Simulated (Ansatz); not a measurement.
Relaxed SrF$_{2}$ (fluorite):

```xyz
6
Lattice="0.0000 5.7906 5.7906 2.8953 2.8953 5.7906 2.8953 2.8953 0.0000" Properties=species:S:1:pos:R:3 pbc="T T T"
Sr     0.0000     0.0000     0.0000
Sr     2.8953     5.7906     2.8953
F      1.4477     1.4477     1.4477
F      1.4477     4.3430     4.3430
F      4.3430    10.1336    10.1336
F      4.3430     7.2383     7.2383
```

A phonon eigenvector at X = (0.5, 0.5, 0.0) is frozen into this cell: atom i moves by Q times the vector below, so Q is the largest atomic displacement, in Å. The cell is held. (q is in reciprocal vectors of the primitive cell; the cell shown is doubled to hold the pattern.)

```csv
atom,x,y,z
F3,0.000,0.000,-1.000
F4,0.000,0.000,1.000
F5,0.000,0.000,1.000
F6,0.000,0.000,-1.000
```

Atoms not listed stay in place.

Calculation: r2SCAN (plane waves to 500 eV, PAW, scalar-relativistic; Ansatz, an electronic-structure program). k mesh 10×10×10 (Γ-centred), Fermi-Dirac smearing 0.05 eV. The energy includes the smearing's −TS. SrF2 was relaxed with its symmetry unable to fall. ΔE is measured from the undisplaced structure.

```csv
Q (Å),ΔE (meV/cell)
-0.280,1471
-0.187,630
-0.093,155
0.000,0
0.093,155
0.187,630
0.280,1471
```

### Question
Which DFPT wavenumber at X = (0.5, 0.5, 0.0) belongs to this mode?
A. 355 cm⁻¹
B. 192 cm⁻¹
C. 128 cm⁻¹
D. 288 cm⁻¹

### Answer
A, 355 cm⁻¹. The curvature of the scan gives 355 cm⁻¹

(For displaced atoms, the force is minus the slope of the energy, and its curvature is a force constant, which sets phonon frequencies.)
